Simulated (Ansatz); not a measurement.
# Cu, hcp: how the functional moves the structure

All rows: Ansatz, plane waves with scalar-relativistic PAW, 420 eV (500 eV for the SCAN forms), relaxed under each functional, no dispersion correction, no zero-point motion. B₀ comes from uniform scaling at fixed shape; a dash is a value not given.

| functional | V (Å³/atom) | cell | B₀ (GPa) | magnetic state | ΔE to fcc (meV/atom) |
| --- | --- | --- | --- | --- | --- |
| PBE | 11.98 | a = 2.566 Å, c = 4.202 Å (c/a = 1.637) | 139 | spin not included | 9 |
| r²SCAN | 11.46 | a = 2.529 Å, c = 4.139 Å (c/a = 1.637) | 161 | spin not included | 9 |
| PBEsol | 11.33 | a = 2.519 Å, c = 4.124 Å (c/a = 1.638) | 167 | spin not included | 9 |
| LDA | 10.90 | a = 2.486 Å, c = 4.073 Å (c/a = 1.638) | 187 | spin not included | 8 |
| revPBE | 12.29 | a = 2.588 Å, c = 4.238 Å (c/a = 1.637) | 127 | spin not included | 9 |
| BLYP | 12.73 | a = 2.617 Å, c = 4.290 Å (c/a = 1.639) | 115 | spin not included | 8 |

**Question.** What does RPBE give?

**Answer.** V (Å³/atom): 12.42; cell: a = 2.597 Å, c = 4.252 Å (c/a = 1.637); B₀ (GPa): 122; magnetic state: spin not included; ΔE to fcc (meV/atom): 9.
